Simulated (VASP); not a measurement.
# CdO (Monteponite) (Fm-3m) in VASP: notebook

One crystal, CdO (Monteponite), is run at these levels: r2SCAN, PBE, LDA; tasks: relaxation of cell and atoms.

Everything below comes from runs of VASP 6.6.1. Logs are shortened: lines on timing, memory, paths and dates and some standing lists are left out, and cuts for length are marked.

## (1) Starting point

It takes space group Fm-3m (No. 225, cubic). Conventional cell: a = 4.722 Å, b = 4.722 Å, c = 4.722 Å, α = 90.00°, β = 90.00°, γ = 90.00°. Around Cd (site symmetry m-3m) lie 6 O at 2.36 Å. Around O (site symmetry m-3m) lie 6 Cd at 2.36 Å.

## (2) Relaxation of cell and atoms, r2SCAN

INCAR reads:

```
SYSTEM = CdO
ALGO = Normal
EDIFF = 1E-7
EDIFFG = -0.005
ENCUT = 600
IBRION = 2
ISIF = 3
ISMEAR = 0
LASPH = .True.
LCHARG = .False.
LMIXTAU = .True.
LREAL = .False.
LWAVE = .False.
METAGGA = R2SCAN
NELM = 80
NSW = 90
PREC = Accurate
SIGMA = 0.03
```

KPOINTS reads:

```
k-points
0
Gamma
  12 12 12
  0 0 0
```

POSCAR reads:

```
CdO                                     
1.0
    0.0000000000      2.3610312322      2.3610312322
    2.3610312322      0.0000000000      2.3610312322
    2.3610312322      2.3610312322      0.0000000000
  Cd              O             
     1     1
Direct
     0.0000000000000000    0.0000000000000000    0.0000000000000000
     0.5000000000000000    0.5000000000000000    0.5000000000000000
```

Potentials or basis: VASP PAW PBE potentials, release 64 (Cd, O).

Run with:

```console
cat potpaw_PBE.64/Cd/POTCAR potpaw_PBE.64/O/POTCAR > POTCAR
mpirun -np 1 vasp_std > vasp.out
```

OUTCAR:

```text
SYSTEM = CdO
   EDIFF = 1E-7
   EDIFFG = -0.005
   ENCUT = 600
   IBRION = 2
   ISIF = 3
   ISMEAR = 0
   LASPH = .True.
   LREAL = .False.
   METAGGA = R2SCAN
   NELM = 80
   NSW = 90
   PREC = Accurate

 ion  position               nearest neighbor table
   1  0.000  0.000  0.000-   2 2.36   2 2.36   2 2.36   2 2.36   2 2.36   2 2.36
   2  0.500  0.500  0.500-   1 2.36   1 2.36   1 2.36   1 2.36   1 2.36   1 2.36

  LATTYP: Found a face centered cubic cell.
 ALAT       =     4.7220624644

  Lattice vectors:

 A1 = (   0.0000000000,   2.3610312322,   2.3610312322)
 A2 = (   2.3610312322,   0.0000000000,   2.3610312322)
 A3 = (   2.3610312322,   2.3610312322,   0.0000000000)

Analysis of symmetry for initial positions (statically):
=====================================================================
 Subroutine PRICEL returns:
 Original cell was already a primitive cell.

 Routine SETGRP: Setting up the symmetry group for a
 face centered cubic supercell.

 Subroutine GETGRP returns: Found 48 space group operations
 (whereof 48 operations were pure point group operations)
 out of a pool of 48 trial point group operations.

The static configuration has the point symmetry O_h .

Analysis of symmetry for dynamics (positions and initial velocities):
=====================================================================
 Subroutine PRICEL returns:
 Original cell was already a primitive cell.

 Routine SETGRP: Setting up the symmetry group for a
 face centered cubic supercell.

 Subroutine GETGRP returns: Found 48 space group operations
 (whereof 48 operations were pure point group operations)
 out of a pool of 48 trial point group operations.

The dynamic configuration has the point symmetry O_h .

 Subroutine INISYM returns: Found 48 space group operations
 (whereof 48 operations are pure point group operations),
 and found     1 'primitive' translations

----------------------------------------------------------------------------------------

                                     Primitive cell

  volume of cell :      26.3230

  direct lattice vectors                    reciprocal lattice vectors
     0.000000000  2.361031232  2.361031232    -0.211771870  0.211771870  0.211771870
     2.361031232  0.000000000  2.361031232     0.211771870 -0.211771870  0.211771870
     2.361031232  2.361031232  0.000000000     0.211771870  0.211771870 -0.211771870

  length of vectors
[... 93 lines left out ...]
   NELECT =      18.0000    total number of electrons
   NUPDOWN=      -1.0000    fix difference up-down
   EMIN   =  10.00;   EMAX   =-10.00  energy-range for DOS
   EFERMI =   0.00;   METHOD = LEGACY
   ISMEAR =     0;   SIGMA  =   0.03  broadening in eV -4-tet -1-fermi 0-gaus
   EFERMI_NEDOS =   21; number of points for ismear=-14 and -15
   IALGO  =     38    algorithm
   IMIX   =      4    mixing-type and parameters
     AMIX     =   0.40;   BMIX     =  1.00
     AMIX_MAG =   1.60;   BMIX_MAG =  1.00
  volume/ion in A,a.u.               =      13.16        88.82
  Fermi-wavevector in a.u.,A,eV,Ry     =   1.442294  2.725541 28.303020  2.080213
  Thomas-Fermi vector in A             =   2.560831
   LORBIT       =      0    0 simple, 1 ext, 2 COOP (PROOUT), +10 PAW based schemes
   METAGGA = R2SCAN    functional components
   LHFCALC =     F    Hartree Fock is set to
   AEXX    =    0.0000 exact exchange contribution
   IVDW    =     0    specifies the selected vdW correction
   LEPSILON=     F    determine dielectric tensor
   LRPA    =     F    only Hartree local field effects (RPA)
 conjugate gradient relaxation of ions
 non-spin polarized calculation
 Gauss-broadening in eV      SIGMA  =   0.03
  energy-cutoff  :      600.00
  volume of cell :       26.32
 maximum number of plane-waves:       899
   NGX = 13   NGY = 13   NGZ = 13

 number of electron      17.9999999 magnetization

 Free energy of the ion-electron system (eV)
  ---------------------------------------------------
  ext. energy  EPLUGINS =         0.00000000
  ---------------------------------------------------
  free energy    TOTEN  =       -28.56304861 eV

  energy without entropy =      -28.56301825  energy(sigma->0) =      -28.56303343

 E-fermi :   1.6156     XC(G=0): -12.2396

 val. band max:        1.5793733357   @ k =   0.5000   0.0000   0.0000
 cond. band min:       1.6217353726   @ k =   0.0000   0.0000   0.0000
 fundamental gap:      0.0423620370
 Fermi energy:         1.6155597306

 k-point     1 :       0.0000    0.0000    0.0000
  band No.  band energies     occupation
      1     -16.6162      2.00000
      2      -5.2678      2.00000
      3      -5.2678      2.00000
      4      -5.2678      2.00000
      5      -4.9603      2.00000
      6      -4.9603      2.00000
      7       0.2838      2.00000
      8       0.2838      2.00000
      9       0.2838      2.00000
     10       1.6217      0.77096
     11      17.2623      0.00000
     12      19.2440      0.00000
     13      19.2440      0.00000
[... 354 lines left out ...]
  band No.  band energies     occupation
      1     -15.9122      2.00000
      2      -5.9193      2.00000
      3      -5.7096      2.00000
      4      -5.6037      2.00000
      5      -4.7694      2.00000
      6      -4.7433      2.00000
      7      -2.0944      2.00000
      8       0.4213      2.00000
      9       1.3354      2.00000
     10       7.8600      0.00000
     11       9.1809      0.00000
     12      12.6302      0.00000
     13      14.7262      0.00000

 [... further k-points ...]

------------------------ aborting loop because EDIFF is reached ----------------------------------------

  FORCE on cell =-STRESS in cart. coord.  units (eV):
  Direction    XX          YY          ZZ          XY          YZ          ZX
  --------------------------------------------------------------------------------------
  -------------------------------------------------------------------------------------
  Total       -0.0022682     -0.0022682     -0.0022682     -0.0000000      0.0000000      0.0000000
  in kB       -0.1380558     -0.1380558     -0.1380558     -0.0000000      0.0000000      0.0000000
  external PRESSURE =      -0.1380558 kB  Pullay stress =       0.0000000 kB

 VOLUME and BASIS-vectors are now :
 -----------------------------------------------------------------------------
  energy-cutoff  :      600.00
  volume of cell :       26.32
      direct lattice vectors                 reciprocal lattice vectors
     0.000000000  2.361031232  2.361031232    -0.211771870  0.211771870  0.211771870
     2.361031232  0.000000000  2.361031232     0.211771870 -0.211771870  0.211771870
     2.361031232  2.361031232  0.000000000     0.211771870  0.211771870 -0.211771870

 POSITION                                       TOTAL-FORCE (eV/Angst)
 -----------------------------------------------------------------------------------
      0.00000      0.00000      0.00000        -0.000000      0.000000      0.000000
      2.36103      2.36103      2.36103         0.000000     -0.000000     -0.000000
 -----------------------------------------------------------------------------------
    total drift:                                0.000000      0.000000      0.000000

  FREE ENERGIE OF THE ION-ELECTRON SYSTEM (eV)
  ---------------------------------------------------
  free  energy   TOTEN  =       -28.5630486115 eV

  energy  without entropy=      -28.5630182515  energy(sigma->0) =      -28.56303343

 reached required accuracy - stopping structural energy minimisation
```

OSZICAR:

```text
N       E                     dE             d eps       ncg     rms          rms(c)
DAV:   1     0.106631001338E+03    0.10663E+03   -0.11991E+04  1944   0.163E+03
DAV:   2    -0.306803624619E+02   -0.13731E+03   -0.12748E+03  2082   0.359E+02
DAV:   3    -0.356311562067E+02   -0.49508E+01   -0.49342E+01  2057   0.758E+01
[... 11 lines left out ...]
DAV:  15    -0.285630305294E+02    0.22757E-04   -0.44028E-05  1907   0.736E-02    0.610E-03
DAV:  16    -0.285630471817E+02   -0.16652E-04   -0.61382E-06  1882   0.324E-02    0.523E-03
DAV:  17    -0.285630483652E+02   -0.11835E-05   -0.12492E-06  2012   0.168E-02    0.201E-03
DAV:  18    -0.285630486561E+02   -0.29089E-06   -0.47014E-08   946   0.317E-03    0.767E-04
DAV:  19    -0.285630486115E+02    0.44596E-07   -0.13013E-08   936   0.143E-03
   1 F= -.28563049E+02 E0= -.28563033E+02  d E =-.285630E+02
```

CONTCAR:

```text
CdO
   1.00000000000000
     0.0000000000000000    2.3610312322000002    2.3610312322000002
     2.3610312322000002    0.0000000000000000    2.3610312322000002
     2.3610312322000002    2.3610312322000002    0.0000000000000000
  Cd              O
     1     1
Direct
     0.0000000000000000    0.0000000000000000    0.0000000000000000
     0.5000000000000000    0.5000000000000000    0.5000000000000000

  0.00000000E+00  0.00000000E+00  0.00000000E+00
  0.00000000E+00  0.00000000E+00  0.00000000E+00
```

Run time: 2.6 min. Hardware: 1 thread of AMD EPYC 7R13 (Zen 3), shared host; peak memory 0.16 GiB.

Results:

```
Free energy             : -28.5630 eV
Pressure after relaxing : 0.0 GPa
Band gap on the k mesh  : 0.04 eV, indirect (least direct gap 1.34 eV)
```

Final structure:
```
CELL_PARAMETERS angstrom
0.00000 2.36103 2.36103
2.36103 0.00000 2.36103
2.36103 2.36103 0.00000
ATOMIC_POSITIONS crystal
Cd 0.00000 0.00000 0.00000
O 0.50000 0.50000 0.50000
```

Levels at points of the mesh, in eV from the valence-band top:
```csv
k point,band 5,band 6,band 7,band 8,band 9,band 10,band 11,band 12,band 13
"(0.00, 0.00, 0.00)",-6.54,-6.54,-1.30,-1.30,-1.30,0.04,15.68,17.66,17.66
"(0.50, 0.00, 0.00)",-6.32,-6.32,-3.79,0.00,0.00,5.06,7.92,12.74,12.74
"(0.50, 0.50, 0.00)",-6.19,-5.89,-4.23,-2.26,-2.26,4.50,9.26,11.72,14.23
```

Caveat: the relaxation stopped at its first step, so nothing moved; the PAW data sets were made with another functional, which shifts forces and pressure a little. r2SCAN opens gaps a little over a GGA but as a rule still falls short of measured ones.

## (3) Relaxation of cell and atoms, PBE

This run uses another cell than the first one, of 12.97 Å³/atom, 0.985 times its volume.

INCAR reads:

```
SYSTEM = CdO
PREC = Accurate
ENCUT = 600
EDIFF = 1E-6
ISMEAR = 0
SIGMA = 0.03
LREAL = .FALSE.
LASPH = .TRUE.
NELM = 80
ALGO = Normal
ISIF = 3
LWAVE = .FALSE.
LCHARG = .FALSE.
GGA = PE
IBRION = 2
NSW = 90
EDIFFG = -0.01
```

KPOINTS reads:

```
regular mesh
0
G
  12 12 12
  0 0 0
```

POSCAR reads:

```
CdO
1.0
    0.0000000000      2.3495000000      2.3495000000
    2.3495000000      0.0000000000      2.3495000000
    2.3495000000      2.3495000000      0.0000000000
Cd O
1 1
Direct
    0.0000000000      0.0000000000      0.0000000000
    0.5000000000      0.5000000000      0.5000000000
```

Potentials or basis: VASP PAW PBE potentials, release 64 (Cd, O).

Run with:

```console
cat potpaw_PBE.64/Cd/POTCAR potpaw_PBE.64/O/POTCAR > POTCAR
mpirun -np 1 vasp_std > vasp.out
```

OUTCAR:

```text
SYSTEM = CdO
   PREC = Accurate
   ENCUT = 600
   EDIFF = 1E-6
   ISMEAR = 0
   LREAL = .FALSE.
   LASPH = .TRUE.
   NELM = 80
   ISIF = 3
   GGA = PE
   IBRION = 2
   NSW = 90
   EDIFFG = -0.01

 ion  position               nearest neighbor table
   1  0.000  0.000  0.000-   2 2.35   2 2.35   2 2.35   2 2.35   2 2.35   2 2.35
   2  0.500  0.500  0.500-   1 2.35   1 2.35   1 2.35   1 2.35   1 2.35   1 2.35

  LATTYP: Found a face centered cubic cell.
 ALAT       =     4.6990000000

  Lattice vectors:

 A1 = (   0.0000000000,   2.3495000000,   2.3495000000)
 A2 = (   2.3495000000,   0.0000000000,   2.3495000000)
 A3 = (   2.3495000000,   2.3495000000,   0.0000000000)

Analysis of symmetry for initial positions (statically):
=====================================================================
 Subroutine PRICEL returns:
 Original cell was already a primitive cell.

 Routine SETGRP: Setting up the symmetry group for a
 face centered cubic supercell.

 Subroutine GETGRP returns: Found 48 space group operations
 (whereof 48 operations were pure point group operations)
 out of a pool of 48 trial point group operations.

The static configuration has the point symmetry O_h .

Analysis of symmetry for dynamics (positions and initial velocities):
=====================================================================
 Subroutine PRICEL returns:
 Original cell was already a primitive cell.

 Routine SETGRP: Setting up the symmetry group for a
 face centered cubic supercell.

 Subroutine GETGRP returns: Found 48 space group operations
 (whereof 48 operations were pure point group operations)
 out of a pool of 48 trial point group operations.

The dynamic configuration has the point symmetry O_h .

 Subroutine INISYM returns: Found 48 space group operations
 (whereof 48 operations are pure point group operations),
 and found     1 'primitive' translations

[... 137 lines left out ...]
 Free energy of the ion-electron system (eV)
  ---------------------------------------------------
  ext. energy  EPLUGINS =         0.00000000
  ---------------------------------------------------
  free energy    TOTEN  =        -7.69798969 eV

  energy without entropy =       -7.69794381  energy(sigma->0) =       -7.69796675

------------------------ aborting loop because EDIFF is reached ----------------------------------------

  FORCE on cell =-STRESS in cart. coord.  units (eV):
  Direction    XX          YY          ZZ          XY          YZ          ZX
  --------------------------------------------------------------------------------------
  -------------------------------------------------------------------------------------
  Total        1.1945800      1.1945800      1.1945800      0.0000000      0.0000000     -0.0000000
  in kB       73.7852359     73.7852359     73.7852359      0.0000000      0.0000000     -0.0000000
  external PRESSURE =      73.7852359 kB  Pullay stress =       0.0000000 kB
[... 59 lines left out ...]
--------------------------------------- Ionic step        3  -------------------------------------------

 number of electron      17.9999994 magnetization

 Free energy of the ion-electron system (eV)
  ---------------------------------------------------
  ext. energy  EPLUGINS =         0.00000000
  ---------------------------------------------------
  free energy    TOTEN  =        -7.72800483 eV

  energy without entropy =       -7.72795770  energy(sigma->0) =       -7.72798126

 E-fermi :   1.5915     XC(G=0): -11.4094

 val. band max:        1.5647344000   @ k =   0.5000   0.0000   0.0000
 cond. band min:       1.8835816181   @ k =   0.0833   0.0000   0.0000
 fundamental gap:      0.3188472181
 Fermi energy:         1.5915318911

 k-point     1 :       0.0000    0.0000    0.0000
  band No.  band energies     occupation
      1     -15.4362      2.00000
      2      -5.0578      2.00000
      3      -5.0578      2.00000
      4      -5.0578      2.00000
      5      -4.7840      2.00000
      6      -4.7840      2.00000
      7       0.4230      2.00000
      8       0.4230      2.00000
      9       0.4230      2.00000
     10       1.0408      2.00000
     11      16.4718      0.00000
     12      18.2408      0.00000
     13      18.2408      0.00000
[... 354 lines left out ...]
  band No.  band energies     occupation
      1     -14.7521      2.00000
      2      -5.6348      2.00000
      3      -5.4252      2.00000
      4      -5.3377      2.00000
      5      -4.5923      2.00000
      6      -4.5696      2.00000
      7      -1.9896      2.00000
      8       0.4577      2.00000
      9       1.3374      2.00000
     10       7.1472      0.00000
     11       8.2168      0.00000
     12      11.6700      0.00000
     13      13.5866      0.00000

 [... further k-points ...]

------------------------ aborting loop because EDIFF is reached ----------------------------------------

  FORCE on cell =-STRESS in cart. coord.  units (eV):
  Direction    XX          YY          ZZ          XY          YZ          ZX
  --------------------------------------------------------------------------------------
  -------------------------------------------------------------------------------------
  Total       -0.0018012     -0.0018012     -0.0018012      0.0000000      0.0000000     -0.0000000
  in kB       -0.1056485     -0.1056485     -0.1056485      0.0000000      0.0000000     -0.0000000
  external PRESSURE =      -0.1056485 kB  Pullay stress =       0.0000000 kB
[... 17 lines left out ...]
  FREE ENERGIE OF THE ION-ELECTRON SYSTEM (eV)
  ---------------------------------------------------
  free  energy   TOTEN  =        -7.7280048327 eV

  energy  without entropy=       -7.7279576960  energy(sigma->0) =       -7.72798126

 reached required accuracy - stopping structural energy minimisation
```

OSZICAR:

```text
N       E                     dE             d eps       ncg     rms          rms(c)
DAV:   1     0.132438753607E+03    0.13244E+03   -0.11742E+04  1968   0.160E+03
[... 24 lines left out ...]
DAV:   1    -0.792667100868E+01   -0.21029E+00   -0.42015E+00  1917   0.291E+01    0.315E+00
DAV:   2    -0.774672395116E+01    0.17995E+00   -0.50536E-01  1947   0.974E+00    0.896E-01
DAV:   3    -0.773053957297E+01    0.16184E-01   -0.44790E-02  2132   0.399E+00    0.963E-01
DAV:   4    -0.772862974148E+01    0.19098E-02   -0.46387E-03  1922   0.722E-01    0.580E-01
DAV:   5    -0.772799780106E+01    0.63194E-03   -0.50376E-04  1952   0.270E-01    0.396E-02
DAV:   6    -0.772800507154E+01   -0.72705E-05   -0.52313E-05  2052   0.877E-02    0.238E-02
DAV:   7    -0.772800483271E+01    0.23883E-06   -0.35650E-06  1766   0.227E-02
   3 F= -.77280048E+01 E0= -.77279813E+01  d E =-.300151E-01
```

CONTCAR:

```text
CdO
   1.00000000000000
    -0.0000000000000000    2.3903465406728865    2.3903465406728865
     2.3903465406728865    0.0000000000000000    2.3903465406728865
     2.3903465406728865    2.3903465406728865    0.0000000000000000
  Cd              O
     1     1
Direct
     0.0000000000000000    0.0000000000000000    0.0000000000000000
     0.5000000000000000    0.5000000000000000    0.5000000000000000

  0.00000000E+00  0.00000000E+00  0.00000000E+00
  0.00000000E+00  0.00000000E+00  0.00000000E+00
```

Wall time 26 s (1 thread of Intel Xeon 6975P-C (Granite Rapids), shared host); peak memory 0.18 GiB.

What came out:

```yaml
Free_energy: -7.7280 eV
Relaxed_volume: 13.66 Å³/atom
Relaxed_cell: a = 3.380 Å, b = 3.380 Å, c = 3.380 Å, α = 60.00°, β = 60.00°, γ = 60.00°
Space_group_after_relaxing_to_0.05_Å: Fm-3m (No. 225)
Energy_gained_by_relaxing: 15.0 meV/atom
Ionic_steps: 3
Pressure_after_relaxing: 0.0 GPa
Band_gap_on_the_k_mesh: none (metal or under the smearing width)
```

The path:
```csv
step,energy change (eV),largest force (eV/Å),pressure (GPa),volume (Å³)
1,0.0000,0.0000,7.38,25.94
2,-0.0184,0.0000,-3.87,28.25
3,-0.0300,0.0000,-0.01,27.32
```

Final structure:
```
Cd O
1.0
     0.00000    2.39035    2.39035
     2.39035    0.00000    2.39035
     2.39035    2.39035    0.00000
Cd O
1 1
Direct
  0.00000 0.00000 0.00000
  0.50000 0.50000 0.50000
```

Caveat: this crystal is a semiconductor, whose small gap the functional closes, so the metal is an error of the method. PBE usually gives volumes a little too large and moduli too small.

(Continued in part 2 of 2.)
